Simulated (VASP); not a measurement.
# Rh in VASP: single point with PBE+D3(BJ)

Aim: the single point of Rh with PBE+D3(BJ).

Everything below comes from runs of VASP 6.6.1. Logs are shortened: lines on timing, memory, paths and dates and some standing lists are left out, and cuts for length are marked.

### Step 1. The cell of the first run

The cell holds a slab with vacuum, 4 atoms: a = 2.682 Å, b = 2.682 Å, c = 22.690 Å, α = 90.00°, β = 90.00°, γ = 90.00°.

The slab is cut from a database's or a generator's crystal, which needn't be the stable form of the element.

### Step 2. Single point, PBE+D3(BJ) (clean slab, lower half held)

INCAR reads:

```
ALGO = Fast ; DIPOL = 0.5 0.5 0.500
EDIFF = 1E-6 ; ENCUT = 520
GGA = PE ; IDIPOL = 3
ISIF = 2 ; ISMEAR = 0
IVDW = 12 ; LASPH = True
LCHARG = False ; LDIPOL = True
LREAL = False ; LWAVE = False
NBANDS = 38 ; NELM = 100
PREC = Accurate ; SIGMA = 0.1
```

KPOINTS reads:

```
k-points
0
Gamma
  11 11 1
```

POSCAR reads:

```
Rh
1.0
    2.6823186951      0.0000000000      0.0000000000
    0.0000000000      2.6823186951      0.0000000000
    0.0000000000      0.0000000000     22.6900572157
Rh
4
Direct
    0.5000000000      0.5000000000      0.3746134229
    0.0000000000      0.0000000000      0.4582044743
    0.5000000000      0.5000000000      0.5423888444
    0.0000000000      0.0000000000      0.6238109731
```

Potentials or basis: VASP PAW PBE potentials, release 64 (Rh_pv).

Started as:

```console
$ cat potpaw_PBE.64/Rh_pv/POTCAR > POTCAR
$ mpirun -np 1 vasp_std > vasp.out
```

OUTCAR:

```text
EDIFF = 1E-6
   ENCUT = 520
   GGA = PE
   ISIF = 2
   ISMEAR = 0
   IVDW = 12
   LASPH = True
   LREAL = False
   NELM = 100
   PREC = Accurate
 IVDW          = 12

 ion  position               nearest neighbor table
   1  0.500  0.500  0.375-   2 2.68   2 2.68   2 2.68   2 2.68
   2  0.000  0.000  0.458-   1 2.68   1 2.68   1 2.68   1 2.68   3 2.69   3 2.69   3 2.69   3 2.69

   3  0.500  0.500  0.542-   4 2.65   4 2.65   4 2.65   4 2.65   2 2.69   2 2.69   2 2.69   2 2.69

   4  0.000  0.000  0.624-   3 2.65   3 2.65   3 2.65   3 2.65

  LATTYP: Found a simple tetragonal cell.
 ALAT       =     2.6823186951
 C/A-ratio  =     8.4591205576

  Lattice vectors:

 A1 = (   2.6823186951,   0.0000000000,   0.0000000000)
 A2 = (   0.0000000000,   2.6823186951,   0.0000000000)
 A3 = (   0.0000000000,   0.0000000000,  22.6900572157)

Analysis of symmetry for initial positions (statically):
=====================================================================
 Subroutine PRICEL returns:
 Original cell was already a primitive cell.

 Routine SETGRP: Setting up the symmetry group for a
 simple tetragonal supercell.

 Subroutine GETGRP returns: Found  8 space group operations
 (whereof  8 operations were pure point group operations)
 out of a pool of 16 trial point group operations.

The static configuration has the point symmetry C_4v.

Analysis of symmetry for dynamics (positions and initial velocities):
=====================================================================
 Subroutine PRICEL returns:
 Original cell was already a primitive cell.

 Routine SETGRP: Setting up the symmetry group for a
 simple tetragonal supercell.

 Subroutine GETGRP returns: Found  8 space group operations
 (whereof  8 operations were pure point group operations)
 out of a pool of 16 trial point group operations.

The dynamic configuration has the point symmetry C_4v.

 Subroutine INISYM returns: Found  8 space group operations
 (whereof  8 operations are pure point group operations),
 and found     1 'primitive' translations

----------------------------------------------------------------------------------------

                                     Primitive cell

  volume of cell :     163.2512

  direct lattice vectors                    reciprocal lattice vectors
     2.682318695  0.000000000  0.000000000     0.372811777  0.000000000  0.000000000
     0.000000000  2.682318695  0.000000000     0.000000000  0.372811777  0.000000000
[... 95 lines left out ...]
   PSTRESS=    0.0 pullay stress
   NELECT =      60.0000    total number of electrons
   NUPDOWN=      -1.0000    fix difference up-down
   EMIN   =  10.00;   EMAX   =-10.00  energy-range for DOS
   EFERMI =   0.00;   METHOD = LEGACY
   ISMEAR =     0;   SIGMA  =   0.10  broadening in eV -4-tet -1-fermi 0-gaus
   EFERMI_NEDOS =   21; number of points for ismear=-14 and -15
   IALGO  =     68    algorithm
   IMIX   =      4    mixing-type and parameters
     AMIX     =   0.40;   BMIX     =  1.00
     AMIX_MAG =   1.60;   BMIX_MAG =  1.00
  volume/ion in A,a.u.               =      40.81       275.42
  Fermi-wavevector in a.u.,A,eV,Ry     =   1.172663  2.216011 18.709888  1.375138
  Thomas-Fermi vector in A             =   2.309088
   LORBIT       =      0    0 simple, 1 ext, 2 COOP (PROOUT), +10 PAW based schemes
   GGA     = PE    functional components
   LHFCALC =     F    Hartree Fock is set to
   AEXX    =    0.0000 exact exchange contribution
   IVDW    =    12    specifies the selected vdW correction
   LEPSILON=     F    determine dielectric tensor
   LRPA    =     F    only Hartree local field effects (RPA)
 non-spin polarized calculation
 RMM-DIIS sequential band-by-band and
 Gauss-broadening in eV      SIGMA  =   0.10
  energy-cutoff  :      520.00
  volume of cell :      163.25
 maximum number of plane-waves:      4427
 NGX is ok and might be reduce to    20
   NGX =  9   NGY =  9   NGZ = 85

 dipolmoment           0.000000      0.000000     -0.000295 electrons x Angstroem

 number of electron      60.0000004 magnetization

 dipolmoment           0.000000      0.000000      0.000160 electrons x Angstroem

 Free energy of the ion-electron system (eV)
  ---------------------------------------------------
  ext. energy  EPLUGINS =         0.00000000
  ---------------------------------------------------
  free energy    TOTEN  =       -26.85850743 eV

  energy without entropy =      -26.81768353  energy(sigma->0) =      -26.83809548

 E-fermi :   0.6340     XC(G=0):  -5.5887

 val. band max:        0.6291019745   @ k =   0.4545   0.0909   0.0000
 cond. band min:       0.6368694144   @ k =   0.1818   0.0000   0.0000
 fundamental gap:      0.0077674399
 Fermi energy:         0.6340056791

 k-point     1 :       0.0000    0.0000    0.0000
  band No.  band energies     occupation
      1     -46.3782      2.00000
      2     -46.0490      2.00000
      3     -46.0160      2.00000
      4     -46.0160      2.00000
      5     -45.8699      2.00000
      6     -45.8699      2.00000
[... 850 lines left out ...]
     37       9.7238      0.00000
     38      11.1489      0.00000

------------------------ aborting loop because EDIFF is reached ----------------------------------------

 vacuum level on the upper side and lower side of the slab       (xc-potential included)        -0.154        -0.156

 Edisp (eV)   -1.82480

 E8    (eV) :    -0.8535

  FORCE on cell =-STRESS in cart. coord.  units (eV):
  Direction    XX          YY          ZZ          XY          YZ          ZX
  --------------------------------------------------------------------------------------
  -------------------------------------------------------------------------------------
  Total      -2.80137    -2.80137    -0.73759     0.00000    -0.00000     0.00000
  in kB     -27.49313   -27.49313    -7.23883     0.00000    -0.00000     0.00000
  external pressure =      -20.74 kB  Pullay stress =        0.00 kB

 VOLUME and BASIS-vectors are now :
 -----------------------------------------------------------------------------
  energy-cutoff  :      520.00
  volume of cell :      163.25
      direct lattice vectors                 reciprocal lattice vectors
     2.682318695  0.000000000  0.000000000     0.372811777  0.000000000  0.000000000
     0.000000000  2.682318695  0.000000000     0.000000000  0.372811777  0.000000000
     0.000000000  0.000000000 22.690057216     0.000000000  0.000000000  0.044072167

 POSITION                                       TOTAL-FORCE (eV/Angst)
 -----------------------------------------------------------------------------------
      1.34116      1.34116      8.50000        -0.000000     -0.000000      0.366970
      0.00000      0.00000     10.39669        -0.000000      0.000000     -0.362335
      1.34116      1.34116     12.30683         0.000000      0.000000     -0.008821
      0.00000      0.00000     14.15431        -0.000000      0.000000      0.004185
 -----------------------------------------------------------------------------------
    total drift:                               -0.000000      0.000000     -0.000317

  FREE ENERGIE OF THE ION-ELECTRON SYSTEM (eV)
  ---------------------------------------------------
  free  energy   TOTEN  =       -28.6833104439 eV

  energy  without entropy=      -28.6424865346  energy(sigma->0) =      -28.66289849

 vacuum level on the upper side and lower side of the slab         5.636         5.635
```

OSZICAR:

```text
N       E                     dE             d eps       ncg     rms          rms(c)
DAV:   1     0.584721743626E+03    0.58472E+03   -0.38559E+04  2036   0.150E+03
DAV:   2    -0.137731086243E+02   -0.59849E+03   -0.58153E+03  1766   0.440E+02
DAV:   3    -0.284393595305E+02   -0.14666E+02   -0.14053E+02  1776   0.756E+01
[... 18 lines left out ...]
RMM:  22    -0.268584939192E+02   -0.64836E-05   -0.47919E-07   638   0.160E-03    0.104E-03
RMM:  23    -0.268584989852E+02   -0.50660E-05   -0.45695E-07   628   0.151E-03    0.900E-04
RMM:  24    -0.268585045999E+02   -0.56147E-05   -0.18133E-07   450   0.120E-03    0.262E-04
RMM:  25    -0.268585066310E+02   -0.20311E-05   -0.98565E-08   383   0.108E-03    0.117E-04
RMM:  26    -0.268585074346E+02   -0.80358E-06   -0.60814E-08   351   0.103E-03
   1 F= -.28683310E+02 E0= -.28662898E+02  d E =-.408239E-01
```

Run time: 3 min. Hardware: 1 thread of Intel Xeon Platinum 8259CL at 2.50GHz (Skylake/Cascade Lake), shared host; peak memory 0.3 GiB.

Results:

- Free energy: -28.6833 eV
- Largest force: 0.367 eV/Å
- Band gap on the k mesh: none (metal or under the smearing width)
- Dispersion energy per atom: -0.456 eV

Forces on the atoms (eV/Å):
```
Rh   0.000  0.000  0.367
Rh   0.000  0.000 -0.362
Rh   0.000  0.000 -0.009
Rh   0.000  0.000  0.004
```
